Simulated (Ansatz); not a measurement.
# InCuS2 in the chalcopyrite structure (space group I-42d, No. 122)

```yaml
crystal:
  lattice:
    - [-2.78850, 2.78850, 5.61719]
    - [2.78850, -2.78850, 5.61719]
    - [2.78850, 2.78850, -5.61719]
  atoms:
    - { symbol: Cu, position: [0.75000, 0.25000, 0.50000] }
    - { symbol: Cu, position: [0.00000, 0.00000, 0.00000] }
    - { symbol: In, position: [0.25000, 0.75000, 0.50000] }
    - { symbol: In, position: [0.50000, 0.50000, 0.00000] }
    - { symbol: S, position: [0.09504, 0.12500, 0.47004] }
    - { symbol: S, position: [0.65496, 0.62500, 0.52996] }
    - { symbol: S, position: [0.37500, 0.90496, 0.02996] }
    - { symbol: S, position: [0.87500, 0.34504, 0.97004] }
```

All numbers come from Ansatz (a program for electronic structure) PBE, no spin-orbit coupling. k-mesh 8×8×8 (Γ-centred); smearing 0.05 eV (Fermi–Dirac).

The volume per atom is 21.84 Å³ and the density is 4.61 g/cm³. The band gap comes out as zero and the total energy is -3507.279 eV/atom (σ→0; compares only within this code and set-up).

Whether these cells are dynamically stable was not tested. The final runs are not spin-polarised. Gaps under 0.05 eV, about the width of the smearing, are given as zero. A zero or small gap of InCuS2 can be the functional's error rather than a property of the material.
